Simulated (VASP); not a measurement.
Pt, 1 atom in the cell. Symmetry: Fm-3m, No. 225, cubic system. Conventional cell: a = 3.922 Å, b = 3.922 Å, c = 3.922 Å, α = 90.00°, β = 90.00°, γ = 90.00°. Around Pt (site symmetry m-3m) lie 12 Pt at 2.77 Å. 

- Program: VASP 6.6.1
- Task: single point
- Functional: PBE
- Potentials or basis: VASP PAW PBE potentials, release 64 (Pt)
- Cutoff: 520 eV
- k mesh: 12 × 12 × 12
- Occupations: gaussian, width 0.012 eV
- Spin: no spin polarisation
- Further INCAR settings: ALGO = Normal; EDIFF = 1e-07

Potentials or basis: VASP PAW PBE potentials, release 64 (Pt).

Command:

```bash
$ cat potpaw_PBE.64/Pt/POTCAR > POTCAR
$ mpirun -np 1 vasp_std > vasp.out
```

Hardware: 1 thread of AMD EPYC 9R45 (Zen 5), on a shared host.

**Question.** Estimate the wall time of this run.

**Answer.** Wall time 7.7 s on 1 thread of AMD EPYC 9R45 (Zen 5), with other jobs on the host, peak memory 0.11 GiB. Counts: scf iterations 12, k points 72.
